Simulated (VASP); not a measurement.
A run of VASP 6.6.1 is set up as follows.

INCAR

```
ALGO = Normal ; EDIFF = 1E-6
EDIFFG = -0.005 ; ENCUT = 600
GGA = PS ; IBRION = 2
ISIF = 3 ; ISMEAR = 1
LASPH = True ; LCHARG = False
LREAL = False ; LWAVE = False
NELM = 120 ; NSW = 40
PREC = Accurate ; SIGMA = 0.1
```

KPOINTS

```
k-points
0
Gamma
  16 16 14
```

POSCAR

```
TaN
1.0
    2.9300000000      0.0000000000      0.0000000000
   -1.4650000000      2.5374544300      0.0000000000
    0.0000000000      0.0000000000      2.8700000000
Ta N
1 1
Direct
    0.0000000000      0.0000000000      0.0000000000
    0.3333333300      0.6666666700      0.5000000000
```

Potentials or basis: VASP PAW PBE potentials, release 64 (Ta_pv, N).

Run with:

```console
$ cat potpaw_PBE.64/Ta_pv/POTCAR potpaw_PBE.64/N/POTCAR > POTCAR
$ mpirun -np 1 vasp_std > vasp.out
```

(1) What does it give for the space group after relaxing (to 0.05 Å)?

(2) Predict the relaxed volume.

Results:

(1) P-6m2 (No. 187).

(2) 10.65 Å³/atom.

Caveat: the PAW data sets were made with another functional, which shifts forces and pressure a little.
